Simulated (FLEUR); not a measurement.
# 1 ML Co on Mo(110), 4 substrate layers: moments or none

Aim: find out whether 1 ML Co on Mo(110), 4 substrate layers carries moments when they start parallel, and what they gain.

Main program and level: FLEUR MaX-R8.1; PBEsol; all-electron FLAPW film, Dirac cores, scalar-relativistic bands.

### Step 1. The starting structure

The cell holds 5 atoms: 4 Mo and 1 Co. Its edges and angles: a = 2.725 Å, b = 2.725 Å, c = 22.761 Å, α = 90.0°, β = 90.0°, γ = 109.5°. Pseudomorphic film on a typed substrate lattice, hard-sphere layer spacings, unrelaxed. Vacuum lies along c.

Coordinates:

```xyz
5
Lattice="1.5734 -2.2251 0.0000 1.5734 2.2251 0.0000 0.0000 0.0000 22.7611" Properties=species:S:1:pos:R:3
Mo    0.0000    0.0000    7.0000
Mo    1.5734    0.0000    9.2252
Mo    0.0000    0.0000   11.4503
Mo    1.5734    0.0000   13.6754
Co    0.0000    0.0000   15.7611
```

### Step 2. Order 1, typed as ferro +

The parallel start is the test of whether parallel moments hold.

inpgen writes inp.xml from crystal.txt; cutoffs, mixing, functional, smearing and local orbitals are then set in the file. The k list default-1 (kpts.xml, not shown) is a Γ-centred 10×10×1 mesh; where the ranks do not divide the number of points, some are split in two of half the weight.

Input file inp.xml:

```
<?xml version="1.0" encoding="UTF-8" standalone="no"?>
<fleurInput fleurInputVersion="0.39">
   <comment>
      CoMo4
   </comment>
   <calculationSetup>
      <cutoffs Kmax="3.6" Gmax="12.6" GmaxXC="12.6" numbands="0"/>
      <scfLoop itmax="120" minDistance="0.00002" maxIterBroyd="15" imix="Anderson" alpha="0.03" precondParam="0.0" spinf="2.0" sdNocoIR="T"/>
      <coreElectrons ctail="T" frcor="F" kcrel="0" coretail_lmax="0"/>
      <xcFunctional name="PBEs" relativisticCorrections="F"/>
      <magnetism jspins="2"/>
      <soc l_soc="F" theta="0.0" phi="0.0" spav="F"/>
      <expertModes spex="0" secvar="F"/>
      <geometryOptimization l_f="F" forcealpha="1.0" forcemix="BFGS" epsdisp="0.00001" epsforce="0.00001"/>
      <ldaU l_linMix="F" mixParam="0.05" spinf="1.0"/>
   </calculationSetup>
   <cell>
      <bzIntegration valenceElectrons="73.0" mode="hist" fermiSmearingEnergy="0.00183747">
         <kPointListSelection listName="default-1"/>
         <xi:include xmlns:xi="http://www.w3.org/2001/XInclude" href="kpts.xml"> </xi:include>
      </bzIntegration>
      <xi:include xmlns:xi="http://www.w3.org/2001/XInclude" href="sym.xml"> </xi:include>
      <filmLattice scale="1.0" dVac="22.06" dTilda="24.56">
         <bravaisMatrixFilm>
            <row-1>    2.9733234303375089    -4.2049146375230668</row-1>
            <row-2>    2.9733234303375089     4.2049146375230668</row-2>
         </bravaisMatrixFilm>
         <vacuumEnergyParameters vacuum="1" spinUp="-.25" spinDown="-.25"/>
         <vacuumEnergyParameters vacuum="2" spinUp="-.25" spinDown="-.25"/>
      </filmLattice>
   </cell>
   <atomSpecies>
      <species name="Molybdenum (Mo)" element="Mo" atomicNumber="42">
         <mtSphere radius="2.35" gridPoints="777" logIncrement="0.016"/>
         <atomicCutoffs lmax="8" lnonsphr="6"/>
         <electronConfig flipSpins="F">
            <coreConfig>(1s1/2) (2s1/2) (2p1/2) (2p3/2) (3s1/2) (3p1/2) (3p3/2) (3d3/2) (3d5/2)</coreConfig>
            <valenceConfig>(4s1/2) (4p1/2) (4p3/2) (5s1/2) (4d3/2) (4d5/2)</valenceConfig>
            <stateOccupation state="(5s1/2)" spinUp="0.500000" spinDown="0.500000"/>
            <stateOccupation state="(4d3/2)" spinUp="1.000000" spinDown="1.000000"/>
            <stateOccupation state="(4d5/2)" spinUp="1.500000" spinDown="1.500000"/>
         </electronConfig>
         <energyParameters s="5" p="5" d="4" f="4"/>
         <lo type="SCLO" l="0" n="4" eDeriv="0"/>
         <lo type="SCLO" l="1" n="4" eDeriv="0"/>
      </species>
      <species name="Cobalt (Co2.000" element="Co" atomicNumber="27">
         <mtSphere radius="2.35" gridPoints="777" logIncrement="0.016"/>
         <atomicCutoffs lmax="8" lnonsphr="6"/>
         <electronConfig flipSpins="F">
            <coreConfig>(1s1/2) (2s1/2) (2p1/2) (2p3/2)</coreConfig>
            <valenceConfig>(3s1/2) (3p1/2) (3p3/2) (4s1/2) (3d3/2) (3d5/2)</valenceConfig>
            <stateOccupation state="(3d3/2)" spinUp="1.5" spinDown="1.3"/>
            <stateOccupation state="(3d5/2)" spinUp="3.0" spinDown="1.2"/>
         </electronConfig>
         <energyParameters s="4" p="4" d="3" f="4"/>
         <lo type="SCLO" l="0" n="3" eDeriv="0"/>
         <lo type="SCLO" l="1" n="3" eDeriv="0"/>
      </species>
   </atomSpecies>
   <atomGroups>
      <atomGroup species="Molybdenum (Mo)">
         <filmPos label="                   1">.0000000000 .0000000000 -8.2780623432</filmPos>
         <force calculate="T" relaxXYZ="TTT"/>
      </atomGroup>
      <atomGroup species="Molybdenum (Mo)">
         <filmPos label="                   2">1.000/2.000 1.000/2.000 -4.0731363192</filmPos>
         <force calculate="T" relaxXYZ="TTT"/>
      </atomGroup>
      <atomGroup species="Molybdenum (Mo)">
         <filmPos label="                   3">.0000000000 .0000000000 .1317466926</filmPos>
         <force calculate="T" relaxXYZ="TTT"/>
      </atomGroup>
      <atomGroup species="Molybdenum (Mo)">
         <filmPos label="                   4">1.000/2.000 1.000/2.000 4.3366727166</filmPos>
         <force calculate="T" relaxXYZ="TTT"/>
      </atomGroup>
      <atomGroup species="Cobalt (Co2.000">
         <filmPos label="                   5">.0000000000 .0000000000 8.2780623432</filmPos>
         <force calculate="T" relaxXYZ="TTT"/>
      </atomGroup>
   </atomGroups>
   <output dos="F" band="F" slice="F">
      <bandDOS minEnergy="-.5*Htr" maxEnergy="0.5*Htr" sigma="0.015" storeEVData="T"/>
      <plotting iplot="0" polar="F">
         <plot TwoD="T" vec1="  1.0  0.0  0.0" vec2="  0.0  1.0  0.0" vec3="  0.0  0.0  1.0" zero="  0.0  0.0 -0.5" file="plot"/>
      </plotting>
      <moessbauerParams electricFieldGradient="F" isomerShift="F" coreHyperfine="F" valenceHyperfine="F"/>
   </output>
</fleurInput>
```

Input file crystal.txt:

```
CoMo4
&input film=T cartesian=F /
1.57341500000  -2.22514500000  0.00000000000
1.57341500000  2.22514500000  0.00000000000
0.00000000000  0.00000000000  1.00000000000
1.8897261246
1.0 1.0 1.0

5
42 0.00000000000  0.00000000000  -8.27806234320
42 0.50000000000  0.50000000000  -4.07313631917
42 0.00000000000  0.00000000000  0.13174669256
42 0.50000000000  0.50000000000  4.33667271660
27 0.00000000000  0.00000000000  8.27806234320 : 2.000

&kpt div1=10 div2=10 div3=1 gamma=T /
```

Command:

```
> OMP_NUM_THREADS=1 inpgen -f crystal.txt > inpgen.log  # inp.xml is then edited as shown
> OMP_NUM_THREADS=1 mpirun -n 4 fleur_MPI > fleur.log
```

The log of the run:

```text
Welcome to FLEUR        (www.flapw.de)
      MaX-Release 8.1          (www.max-centre.eu)

 ========== k-point set info ==========
 Selected k-point list: default-1
 k-point list type: mesh
 0 x 0 x 0
 Number of k points: 32

 ------------Calculation Setup---------------------------
 Number of MPI-tasks      :            4
 Number of PE/node        :            4
 Number of OMP-threads    :            1
 k-points in parallel     :            4
 pe's per k-point         :            1
 No of k-point loops      :            8
 Eigenvalue solver        :       lapack
 Number of basis functions:          542
 Approximate size of matrices (H+S) per k-point:         0.009 GB
 --------------------------------------------------------
 Iteration:     1   Distance:      23.73225738 me/bohr^3
 Iteration:     2   Distance:      54.83327733 me/bohr^3
 Iteration:     3   Distance:      24.64444927 me/bohr^3
 Iteration:     4   Distance:      29.00156667 me/bohr^3
 Iteration:     5   Distance:      30.51510317 me/bohr^3
 Iteration:     6   Distance:      32.19705747 me/bohr^3
 Iteration:     7   Distance:      28.23174827 me/bohr^3
 Iteration:     8   Distance:      19.18086891 me/bohr^3
 Iteration:     9   Distance:      19.91054953 me/bohr^3
 Iteration:    10   Distance:      10.54858723 me/bohr^3
[... 51 iterations left out ...]
 Iteration:    62   Distance:       0.00075622 me/bohr^3
 Iteration:    63   Distance:       0.00159219 me/bohr^3
 Iteration:    64   Distance:       0.00199281 me/bohr^3
 Iteration:    65   Distance:       0.00108532 me/bohr^3
 Iteration:    66   Distance:       0.00100024 me/bohr^3
 Iteration:    67   Distance:       0.00027975 me/bohr^3
 Iteration:    68   Distance:       0.00029548 me/bohr^3
 Iteration:    69   Distance:       0.00025613 me/bohr^3
 Iteration:    70   Distance:       0.00007433 me/bohr^3
 Iteration:    71   Distance:       0.00001046 me/bohr^3

 ********************************************************************
 Run finished successfully
 Stop message:
   all done
 ********************************************************************

--- out.xml (last complete iteration) ---
<iteration numberForCurrentRun="   71" overallNumber="   71">
         [... left out ...]
         <bandgap value="0.0008407741" units="eV"/>
         <sumValenceSingleParticleEnergies value="-83.7166631653" units="Htr"/>
         <FermiEnergy value="-0.1643749153" units="Htr"/>
         <valenceDensity>
            <mtCharges spin="1">
               <mtCharge atomType="1" total="5.8390506" s="1.1207377" p="3.0235626" d="1.6799649" f="0.0124346"/>
               <mtCharge atomType="2" total="5.8834734" s="1.1249339" p="3.0600778" d="1.6776632" f="0.0176151"/>
               <mtCharge atomType="3" total="5.8811105" s="1.1242256" p="3.0598138" d="1.6763962" f="0.0175234"/>
               <mtCharge atomType="4" total="5.8858044" s="1.1209566" p="3.0478617" d="1.6965054" f="0.0172510"/>
               <mtCharge atomType="5" total="8.7926147" s="1.2081092" p="3.1220438" d="4.4544516" f="0.0062451"/>
            </mtCharges>
            <mtCharges spin="2">
               <mtCharge atomType="1" total="5.8647376" s="1.1217179" p="3.0248714" d="1.7031761" f="0.0125926"/>
               <mtCharge atomType="2" total="5.8965755" s="1.1251698" p="3.0616963" d="1.6886275" f="0.0178539"/>
               <mtCharge atomType="3" total="5.9094847" s="1.1252742" p="3.0615167" d="1.7018639" f="0.0176912"/>
               <mtCharge atomType="4" total="5.8508852" s="1.1215796" p="3.0563912" d="1.6525005" f="0.0174191"/>
               <mtCharge atomType="5" total="7.0713154" s="1.2008863" p="3.1364479" d="2.7257057" f="0.0066329"/>
            </mtCharges>
            <spinDependentCharge spin="1" total="37.2967346" interstitial="4.8812064" mtSpheres="32.2820536" vacuum1="0.0445245" vacuum2="0.0889500"/>
            <spinDependentCharge spin="2" total="35.7032657" interstitial="4.9725690" mtSpheres="30.5929984" vacuum1="0.0455310" vacuum2="0.0921673"/>
            <totalCharge value="73.0000002381"/>
         </valenceDensity>
         [... left out ...]
         <allElectronCharges>
            <spinDependentCharge spin="1" total="98.2967345" interstitial="4.8812110" mtSpheres="93.2820491" vacuum1="0.0445245" vacuum2="0.0889500"/>
            <spinDependentCharge spin="2" total="96.7032657" interstitial="4.9725736" mtSpheres="91.5929939" vacuum1="0.0455310" vacuum2="0.0921673"/>
            <totalCharge value="195.0000002201"/>
         </allElectronCharges>
         <magneticMomentsInMTSpheres units="muBohr">
            <globalMagMoment atomType="1" vec="0.00000   0.00000  -0.02569"/>
            <localMagMoment atomType="1" vec="0.00000   0.00000  -0.02569"/>
            <globalMagMoment atomType="2" vec="0.00000   0.00000  -0.01310"/>
            <localMagMoment atomType="2" vec="0.00000   0.00000  -0.01310"/>
            <globalMagMoment atomType="3" vec="0.00000   0.00000  -0.02837"/>
            <localMagMoment atomType="3" vec="0.00000   0.00000  -0.02837"/>
            <globalMagMoment atomType="4" vec="0.00000   0.00000   0.03492"/>
            <localMagMoment atomType="4" vec="0.00000   0.00000   0.03492"/>
            <globalMagMoment atomType="5" vec="0.00000   0.00000   1.72130"/>
            <localMagMoment atomType="5" vec="0.00000   0.00000   1.72130"/>
         </magneticMomentsInMTSpheres>
         <moessbauerParams unitsHFF="kG" unitsIS="e/bohr^3" unitsEFG="Htr/bohr^2">
         </moessbauerParams>
         <totalEnergy value="   -17581.8901260675" units="Htr">
            <sumOfEigenvalues value="   -10530.3327098597">
               <coreElectrons value="-10446.6160466944"/>
               <valenceElectrons value="-83.7166631653"/>
            </sumOfEigenvalues>
            <densityCoulombPotentialIntegral value="-28011.1562931412"/>
            <densityEffectivePotentialIntegral value="-28727.1346100355"/>
            <chargeDenXCDenIntegral value="-545.1730201538"/>
            <FockExchangeEnergyValence value="0.0000000000"/>
            <FockExchangeEnergyCore value="0.0000000000"/>
            <atomTypeDependentContributions atomType="1">
               <electronNucleiInteractionDifferentMTs value="4874.7238972439"/>
               <MadelungTerm value="-14.6193316229"/>
            </atomTypeDependentContributions>
            <atomTypeDependentContributions atomType="2">
               <electronNucleiInteractionDifferentMTs value="4875.5423606133"/>
               <MadelungTerm value="-13.7298032995"/>
            </atomTypeDependentContributions>
            <atomTypeDependentContributions atomType="3">
               <electronNucleiInteractionDifferentMTs value="4875.6801467572"/>
               <MadelungTerm value="-13.6635826675"/>
            </atomTypeDependentContributions>
            <atomTypeDependentContributions atomType="4">
               <electronNucleiInteractionDifferentMTs value="4875.0258376623"/>
               <MadelungTerm value="-14.2427428262"/>
            </atomTypeDependentContributions>
            <atomTypeDependentContributions atomType="5">
               <electronNucleiInteractionDifferentMTs value="1666.2159159545"/>
               <MadelungTerm value="-4.4972408714"/>
            </atomTypeDependentContributions>
            <tkbTimesEntropy value="0.0020257212"/>
            <freeEnergy value="-17581.8921517886"/>
            <extrapolationTo0K value="-17581.8911389280"/>
         </totalEnergy>
         <densityConvergence units="me/bohr^3">
            <chargeDensity spin="1" distance="0.0000060583"/>
            <chargeDensity spin="2" distance="0.0000067751"/>
            <overallChargeDensity distance="0.0000104576"/>
            <spinDensity distance="0.0000074731"/>
         </densityConvergence>
      </iteration>
```

Wall time 6.8 min (4 MPI ranks of Arm Neoverse V1, shared host); peak memory 0.49 GiB.

Spin moment in the muffin-tin sphere by atom:

```tsv
atom	spin moment in the muffin-tin sphere (μB)
Mo1	-0.03
Mo2	-0.01
Mo3	-0.03
Mo4	0.03
Co5	1.72
```

Numbers from this step:

```yaml
free_energy: -478427.6583 eV
program_s_band_gap_on_this_mesh_in_a_metal_only_a_level_spacing: 8.41e-4 eV
magnetization: 1.593 μB
final_state: ferromagnetic
```

After 71 cycles the largest moment stands at 1.72 μB.

### Step 3. Start 2: no spin polarisation

A spinless run gives the zero against which the gain from the moments is read.

inp.xml, as its differences from that of step 2:

```diff
@@ -10,3 +10,3 @@
       <xcFunctional name="PBEs" relativisticCorrections="F"/>
-      <magnetism jspins="2"/>
+      <magnetism jspins="1"/>
       <soc l_soc="F" theta="0.0" phi="0.0" spav="F"/>
@@ -46,3 +46,3 @@
       </species>
-      <species name="Cobalt (Co2.000" element="Co" atomicNumber="27">
+      <species name="Cobalt (Co)" element="Co" atomicNumber="27">
          <mtSphere radius="2.35" gridPoints="777" logIncrement="0.016"/>
@@ -52,4 +52,4 @@
             <valenceConfig>(3s1/2) (3p1/2) (3p3/2) (4s1/2) (3d3/2) (3d5/2)</valenceConfig>
-            <stateOccupation state="(3d3/2)" spinUp="1.5" spinDown="1.3"/>
-            <stateOccupation state="(3d5/2)" spinUp="3.0" spinDown="1.2"/>
+            <stateOccupation state="(3d3/2)" spinUp="1.400000" spinDown="1.400000"/>
+            <stateOccupation state="(3d5/2)" spinUp="2.100000" spinDown="2.100000"/>
          </electronConfig>
@@ -77,3 +77,3 @@
       </atomGroup>
-      <atomGroup species="Cobalt (Co2.000">
+      <atomGroup species="Cobalt (Co)">
          <filmPos label="                   5">.0000000000 .0000000000 8.2780623432</filmPos>
```

crystal.txt, as its differences from that of step 2:

```diff
@@ -13,3 +13,3 @@
 42 0.50000000000  0.50000000000  4.33667271660
-27 0.00000000000  0.00000000000  8.27806234320 : 2.000
+27 0.00000000000  0.00000000000  8.27806234320
```

The log of the run:

```text
[banner, memory and clock lines left out]
Welcome to FLEUR        (www.flapw.de)
      MaX-Release 8.1          (www.max-centre.eu)

 ========== k-point set info ==========
 Selected k-point list: default-1
 k-point list type: mesh
 0 x 0 x 0
 Number of k points: 32

 ------------Calculation Setup---------------------------
 Number of PE/node        :            4
 Number of OMP-threads    :            1
 k-points in parallel     :            4
 pe's per k-point         :            1
 No of k-point loops      :            8
 Eigenvalue solver        :       lapack
 Number of basis functions:          542
 Approximate size of matrices (H+S) per k-point:         0.009 GB
 Iteration:     1   Distance:      17.91498363 me/bohr^3
 Iteration:     2   Distance:      42.50714281 me/bohr^3
 Iteration:     3   Distance:      34.80951660 me/bohr^3
 Iteration:     4   Distance:      31.82752459 me/bohr^3
 Iteration:     5   Distance:      24.14095667 me/bohr^3
 Iteration:     6   Distance:      26.92276207 me/bohr^3
 Iteration:     7   Distance:      14.42277743 me/bohr^3
 Iteration:     8   Distance:      13.83933079 me/bohr^3
 Iteration:     9   Distance:      58.79073657 me/bohr^3
 Iteration:    10   Distance:       8.04645771 me/bohr^3
[... 37 iterations left out ...]
 Iteration:    48   Distance:       0.00431091 me/bohr^3
 Iteration:    49   Distance:       0.00710029 me/bohr^3
 Iteration:    50   Distance:       0.00210852 me/bohr^3
 Iteration:    51   Distance:       0.00139864 me/bohr^3
 Iteration:    52   Distance:       0.00107446 me/bohr^3
 Iteration:    53   Distance:       0.00068687 me/bohr^3
 Iteration:    54   Distance:       0.00023710 me/bohr^3
 Iteration:    55   Distance:       0.00018772 me/bohr^3
 Iteration:    56   Distance:       0.00004471 me/bohr^3
 Iteration:    57   Distance:       0.00001824 me/bohr^3

 ********************************************************************
 Run finished successfully
 Stop message:
   all done
 ********************************************************************

--- out.xml (last complete iteration) ---
<iteration numberForCurrentRun="   57" overallNumber="   57">
         [... left out ...]
         <bandgap value="0.0075630222" units="eV"/>
         <sumValenceSingleParticleEnergies value="-83.6527839383" units="Htr"/>
         <FermiEnergy value="-0.1681640021" units="Htr"/>
         <valenceDensity>
            <mtCharges spin="1">
               <mtCharge atomType="1" total="11.7046233" s="2.2426013" p="6.0477664" d="3.3845159" f="0.0250074"/>
               <mtCharge atomType="2" total="11.7799090" s="2.2498786" p="6.1221264" d="3.3660871" f="0.0353938"/>
               <mtCharge atomType="3" total="11.7914976" s="2.2493066" p="6.1215436" d="3.3791024" f="0.0352683"/>
               <mtCharge atomType="4" total="11.7179007" s="2.2427156" p="6.1060937" d="3.3275668" f="0.0351176"/>
               <mtCharge atomType="5" total="15.9029570" s="2.3930722" p="6.2379107" d="7.2558447" f="0.0126847"/>
            </mtCharges>
            <spinDependentCharge spin="1" total="73.0000002" interstitial="9.8358249" mtSpheres="62.8968876" vacuum1="0.0863349" vacuum2="0.1809529"/>
            <totalCharge value="73.0000002383"/>
         </valenceDensity>
         [... left out ...]
         <totalEnergy value="   -17581.8826048436" units="Htr">
            <sumOfEigenvalues value="   -10530.6222356118">
               <coreElectrons value="-10446.9694516735"/>
               <valenceElectrons value="-83.6527839383"/>
            </sumOfEigenvalues>
            <densityCoulombPotentialIntegral value="-28011.3905265473"/>
            <densityEffectivePotentialIntegral value="-28727.3319046396"/>
            <chargeDenXCDenIntegral value="-545.1452448752"/>
            <FockExchangeEnergyValence value="0.0000000000"/>
            <FockExchangeEnergyCore value="0.0000000000"/>
         [... left out ...]
            <tkbTimesEntropy value="0.0019352284"/>
            <freeEnergy value="-17581.8845400720"/>
            <extrapolationTo0K value="-17581.8835724578"/>
         </totalEnergy>
         <densityConvergence units="me/bohr^3">
            <chargeDensity spin="1" distance="0.0000182432"/>
         </densityConvergence>
      </iteration>
```

Wall time 3.2 min (4 MPI ranks); peak memory 0.36 GiB.

This step gave:

```yaml
free_energy: -478427.4512 eV
program_s_band_gap_on_this_mesh_in_a_metal_only_a_level_spacing: 0.007563 eV
final_state: non-magnetic (no spin polarisation)
```

It lies 207 meV a seeded atom over the first start.

[end of part 1 of 2]

[Logs and program files are shortened in this print: banners, set-up blocks, solver, clock and traceback lines can be left out without a mark of their own.]

[Logs are printed without paths, hosts, clocks, repeated set-up lines and the standing remarks that a program may print on its own settings, such as how far it seeks lower states.]

[Hosts, paths, dates, database ids (printed as entryN), source tags and the programs' standing remarks are cut or masked in the printed files.]

[Where a cell is said to come from a database of computed structures, the database is the Materials Project.]
